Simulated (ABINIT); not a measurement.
Planning a run of ABINIT 10.8.3 on BaO (Fm-3m). The input:

```
acell 3*1.0 Angstrom
rprim 
  -0.000000000000 2.750000000000 2.750000000000
  2.750000000000 -0.000000000000 2.750000000000
  2.750000000000 2.750000000000 -0.000000000000
ntypat 2
znucl 56 8
natom 2
typat 1 2
xred 
  0.000000000000 0.000000000000 0.000000000000
  0.500000000000 0.500000000000 0.500000000000
pp_dirpath "pseudos"
pseudos "Ba.upf, O.upf"
ecut 36
ngkpt 4 4 4
nshiftk 1
shiftk 0 0 0
kptopt 1
chksymbreak 0
istwfk *1
occopt 1
irdwfk 1
optdriver 4
nband 46
gwcalctyp 10
ecutsigx 36
symsigma 1
nkptgw 8
kptgw 
  0.0000000000 0.0000000000 0.0000000000
  0.2500000000 0.0000000000 0.0000000000
  0.5000000000 0.0000000000 0.0000000000
  0.2500000000 0.2500000000 0.0000000000
  0.5000000000 0.2500000000 0.0000000000
  -0.2500000000 0.2500000000 0.0000000000
  0.5000000000 0.5000000000 0.0000000000
  -0.2500000000 0.5000000000 0.2500000000
bdgw 
  1 12
  1 12
  1 12
  1 12
  1 12
  1 12
  1 12
  1 12
ecuteps 3.9
irdscr 1
ppmodel 1
irdqps 1
indata_prefix "in"
outdata_prefix "out"
tmpdata_prefix "tmp"
```

The database entry behind the starting cell differs from later determinations by our own check (about 0.7 % short), so it need not match the best structure at ambient conditions.

```sh
OMP_NUM_THREADS=1 mpirun -n 4 abinit run.abi > log
```

Estimate wall time and host memory on 4 MPI ranks of Arm Neoverse V1, shared host.

It took 25 s; on shared hardware allow 12 s to 49 s. Peak host memory was 0.9 GiB.

[Paths, hosts, dates, memory and timing lines, banners, echoed tables and standing remarks are left out of the program output.]

[Logs are printed without paths, hosts, clocks, repeated set-up lines and the standing remarks that a program may print on its own settings, such as how far it seeks lower states.]

[Runs of the session that timed out or met a known fault of the program may be left out.]

[Hosts, paths, dates, database ids (printed as entryN), source tags and the programs' standing remarks are cut or masked in the printed files.]

[G0W0 gaps are taken among the corrected bands and points alone; a level outside them can change the order at an edge.]

[Where Ansatz stands beside ABINIT at settings called matched, ABINIT's density can come from a denser mesh and the files from another edition; pairs whose starting gaps differed by over 0.03 eV were left out, so agreement reads better than it is.]
